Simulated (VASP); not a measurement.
Here is a VASP 6.6.1 calculation.

The input INCAR:

```
SYSTEM = ScAl3
PREC = Accurate
ENCUT = 520
EDIFF = 1E-6
ISMEAR = 0
SIGMA = 0.1
LREAL = .False.
LASPH = .True.
NELM = 100
ALGO = Normal
ISIF = 2
LWAVE = .False.
LCHARG = .False.
METAGGA = R2SCAN
LMIXTAU = .True.
NBANDS = 18
```

Contents of KPOINTS:

```
regular mesh
0
Gamma
  10 10 10
  0 0 0
```

The input POSCAR:

```
ScAl3
1.0
    4.0730600000      0.0000000000      0.0000000000
    0.0000000000      4.0730600000      0.0000000000
    0.0000000000      0.0000000000      4.0730600000
Sc Al
1 3
Direct
    0.0000000000      0.0000000000      0.0000000000
    0.5000000000      0.0000000000      0.5000000000
    0.0000000000      0.5000000000      0.5000000000
    0.5000000000      0.5000000000      0.0000000000
```

Potentials or basis: VASP PAW PBE potentials, release 64 (Sc_sv, Al).

Launch:

```sh
$ cat potpaw_PBE.64/Sc_sv/POTCAR potpaw_PBE.64/Al/POTCAR > POTCAR
$ mpirun -np 1 vasp_std > vasp.out
```

Estimate the pressure.

0.9 GPa.

What does it give for the band gap on the k mesh?

None (metal or under the smearing width).

Caveat: the PAW data sets were made with another functional, which shifts forces and pressure a little.
